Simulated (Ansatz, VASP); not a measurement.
One calculation of LiH, two programs

```xyz
2
Lattice="-0.0552 2.1580 2.1580 2.1580 -0.0552 2.1580 2.1580 2.1580 -0.0552" Properties=species:S:1:pos:R:3 pbc="T T T"
Li   -0.0083   -0.0083   -0.0083
H     1.0735    1.0735    1.0735
```

Change from the starting cell: epitaxial_111 strain +3.2%.

Alike in both runs: task single point; functional r2SCAN; k mesh 10 × 10 × 10; no spin polarisation.

|  | VASP | Ansatz |
| --- | --- | --- |
| version | VASP 6.6.1 | Ansatz 0.2.0 |
| potentials or method | VASP PAW PBE potentials, release 64 (Li_sv, H) | plane waves, PAW |
| plane-wave cutoff (eV) | 520 | 500 |
| occupations | gaussian, width 0.01 eV | fixed |
| valence electrons in the cell | 4 | 4 |

|  | VASP | Ansatz | Ansatz less VASP |
| --- | --- | --- | --- |
| gap on the k mesh at the Fermi level (eV) | 4.69 | 4.62 | -0.071 |
| rms of the force components (eV/Å) | 0.004 | 0.000 | -0.0036 |

Atom by atom the forces differ by 0.004 eV/Å (rms over components).

Caveats: the PAW data sets were made with another functional, which shifts forces and pressure a little (VASP). A k mesh can miss the band edges.
